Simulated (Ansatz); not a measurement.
CuO:

```
CELL_PARAMETERS angstrom
2.83633 0.00000 0.00000
-1.41816 2.45633 0.00000
0.00000 0.00000 2.76811
ATOMIC_POSITIONS crystal
Cu 0.00000 0.00000 0.00000
O 0.66667 0.33333 0.50000
```

Measurements of this composition are mostly on another form, of space group No. 15.

Base run:

```yaml
Program: Ansatz 0.2.0
Functional: r2SCAN
Potentials_or_basis: Ansatz PAW
Cutoff: "500 eV (not typed: the program's choice for these potentials)"
k_mesh: 11 × 11 × 10
Occupations: fermi-dirac, width 0.05 eV
Spin: no spin polarisation
```

Its results: band gap on the k mesh none (metal or under the smearing width); pressure -7.8 GPa.

After a change of settings the same cell gave: band gap on the k mesh none (metal or under the smearing width); pressure -4.3 GPa. Which change was it?
A. hubbard terms from none to Cu d U = 5.3 eV; hubbard projectors from none to ortho-atomic (the default)
B. functional from r2SCAN to LDA; cutoff from 500 eV (not typed: the program's choice for these potentials) to 420 eV (not typed: the program's choice for these potentials); hubbard terms from none to Cu d U = 4.5 eV; hubbard projectors from none to ortho-atomic (the default)
C. functional from r2SCAN to PBEsol; cutoff from 500 eV (not typed: the program's choice for these potentials) to 420 eV (not typed: the program's choice for these potentials)
D. functional from r2SCAN to PBEsol; cutoff from 500 eV (not typed: the program's choice for these potentials) to 420 eV (not typed: the program's choice for these potentials); hubbard terms from none to Cu d U = 5.3 eV; hubbard projectors from none to ortho-atomic (the default)

A.

Caveats: an odd number of electrons without spin polarisation forces a metal; a magnetic or distorted state may lie lower; the run has no spin polarisation, though such a crystal can be magnetic; the PAW data sets come from PBE, with cores solved anew for the run's functional, which leaves a small shift of forces and pressure; semilocal functionals often make such compounds metallic where correlation or magnetic order opens a gap, which also shifts bond lengths (some runs); U without spin polarisation on a metal has little footing (some runs).

Runs at the PBE level aren't shown here.
